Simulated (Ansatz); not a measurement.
**ZrB (Fm-3m): scan of the energy under strain from a Python script**

What does a strain cost in ZrB (Fm-3m)? Wanted for ZrB (Fm-3m): a scan of the energy under strain.

Program: Ansatz 0.2.0, driven from Python. Level of theory: DFT PBE, plane waves, PAW. These are calculated values, not measurements.

## 1. The system

It takes space group Fm-3m (No. 225, cubic). Conventional cell: a = 4.913 Å, b = 4.913 Å, c = 4.913 Å, α = 90.00°, β = 90.00°, γ = 90.00°. Zr (site symmetry m-3m) has 6 B at 2.46 Å as nearest neighbours. B (site symmetry m-3m) is surrounded by 6 Zr at 2.46 Å.

No structure file is read: the coordinates are typed or built in the script.

## 2. Script

strain_zrb.py

```python
"""A rhombohedral strain scan of ZrB."""

import ansatz as az
import numpy as np
from tabulate import tabulate

VECTORS = np.array([
    [0.0, 2.456321, 2.456321],
    [2.456321, 0.0, 2.456321],
    [2.456321, 2.456321, 0.0],
])
SITES = [
    ("Zr", (0.5, 0.5, 0.5)),
    ("B", (0.0, 0.0, 0.0)),
]


def crystal_on(cell):
    crystal = az.Crystal(lattice=az.Lattice.of(cell))
    for symbol, position in SITES:
        crystal = crystal.atom(symbol, position)
    return crystal

# clamped ions: the fractional positions stay as typed
values = np.linspace(-0.03, 0.03, 5)
energies = []
for d in values:
    strain = d / 2 * (np.ones((3, 3)) - np.eye(3))
    cell = VECTORS @ (np.eye(3) + strain)
    calculation = (
        crystal_on(cell).calculation()
        .functional("pbe")
        .pseudopotentials("paw")
        .basis(550)
        .occupations("gaussian", width=0.05)
        .kpoints(12, 12, 12)
    )
    r = calculation.run(threads=1).report
    energies.append(r["free_energy_ev"] / len(SITES))
    print(f"d = {d:+.4f}  F = {energies[-1]:.5f} eV/atom")
energies = np.array(energies)

print(tabulate(zip(values, 1000 * (energies - energies.min())), headers=["strain", "dE (meV/atom)"], floatfmt=".3f"))
curvature = 2 * np.polyfit(values, energies, 3)[1]
volume = abs(np.linalg.det(VECTORS)) / len(SITES)
print(f"d2E/dd2 over the volume: {curvature / volume * 160.21766:.1f} GPa")
```

## 3. The calls as engine input

The package turns the script's settings into the engine's input (first run):

```yaml
crystal:
  lattice:
    - [-0.07368962999999999, 2.419476185, 2.419476185]
    - [2.419476185, -0.07368962999999999, 2.419476185]
    - [2.419476185, 2.419476185, -0.07368962999999999]
  atoms:
    - { symbol: Zr, position: [0.5, 0.5, 0.5] }
    - { symbol: B, position: [0.0, 0.0, 0.0] }
basis:
  ecutwfc: 550.0
kpoints:
  mp_grid:
    grid: [12, 12, 12]
hamiltonian:
  xc: pbe
  pseudopotentials:
    kind: paw
scf:
  occupations:
    method: gaussian
    width: 0.05
```

## 4. Launch

Run with:

```
$ python strain_zrb.py
```

Standard output:

```text
d = -0.0300  F = -2170.26296 eV/atom
d = -0.0150  F = -2170.26815 eV/atom
d = +0.0000  F = -2170.26993 eV/atom
d = +0.0150  F = -2170.26799 eV/atom
d = +0.0300  F = -2170.26244 eV/atom
  strain    dE (meV/atom)
--------  ---------------
  -0.030            6.972
  -0.015            1.780
   0.000            0.000
   0.015            1.946
   0.030            7.499
d2E/dd2 over the volume: 173.1 GPa
```

It took 19 s on 1 thread of Arm Neoverse V1, shared host; peak memory 0.43 GiB.

## 5. What changed from run to run

The engine's inputs for some of the other runs:

Run 3, against run 1:

```diff
@@ -3,3 +3,3 @@
-    - [-0.07368962999999999, 2.419476185, 2.419476185]
-    - [2.419476185, -0.07368962999999999, 2.419476185]
-    - [2.419476185, 2.419476185, -0.07368962999999999]
+    - [0.0, 2.456321, 2.456321]
+    - [2.456321, 0.0, 2.456321]
+    - [2.456321, 2.456321, 0.0]
```

Run 4, against run 1:

```diff
@@ -3,3 +3,3 @@
-    - [-0.07368962999999999, 2.419476185, 2.419476185]
-    - [2.419476185, -0.07368962999999999, 2.419476185]
-    - [2.419476185, 2.419476185, -0.07368962999999999]
+    - [0.036844814999999996, 2.4747434075, 2.4747434075]
+    - [2.4747434075, 0.036844814999999996, 2.4747434075]
+    - [2.4747434075, 2.4747434075, 0.036844814999999996]
```

Run 5, against run 1:

```diff
@@ -3,3 +3,3 @@
-    - [-0.07368962999999999, 2.419476185, 2.419476185]
-    - [2.419476185, -0.07368962999999999, 2.419476185]
-    - [2.419476185, 2.419476185, -0.07368962999999999]
+    - [0.07368962999999999, 2.493165815, 2.493165815]
+    - [2.493165815, 0.07368962999999999, 2.493165815]
+    - [2.493165815, 2.493165815, 0.07368962999999999]
```

Lines on the test bed's own set-up are left out of the output.

## 6. What each run gave

From the records of these 5 runs:

| run | strain | energy from run 3 (meV/atom) | SCF cycles | CPU time (s) |
| --- | --- | --- | --- | --- |
| 1 | -0.030 | 6.97 | 6 | 4.1 |
| 2 | -0.015 | 1.78 | 6 | 4 |
| 3 | 0.000 | 0.00 | 6 | 1.6 |
| 4 | 0.015 | 1.95 | 6 | 4.2 |
| 5 | 0.030 | 7.50 | 6 | 4.1 |

Energies are free energies F = E - TS of the smeared occupations. 

## 7. Results

| quantity | value |
| --- | --- |
| curvature under the strain | 173.1 GPa |
| runs compared | 5 |
| range of energy | 7.50 meV/atom |
| lowest point, strain | 0.000 |

What this shows: Against the unstrained cell the energy per atom changes by +6.97 meV at one end of the scan and +7.50 meV at the other, and its second derivative over the volume is 173.1 GPa. What to keep in mind:
- The curvature belongs to this strain pattern and to the cell's stress; it equals a single elastic constant only for simple patterns.
- In a metal a curvature from energy changes of a few meV or less hangs on mesh and smearing, in size and even in sign.
- The structure comes from a database of computed cells and needn't be a stable or known phase.
- The ions keep their fractional positions (clamped ions).
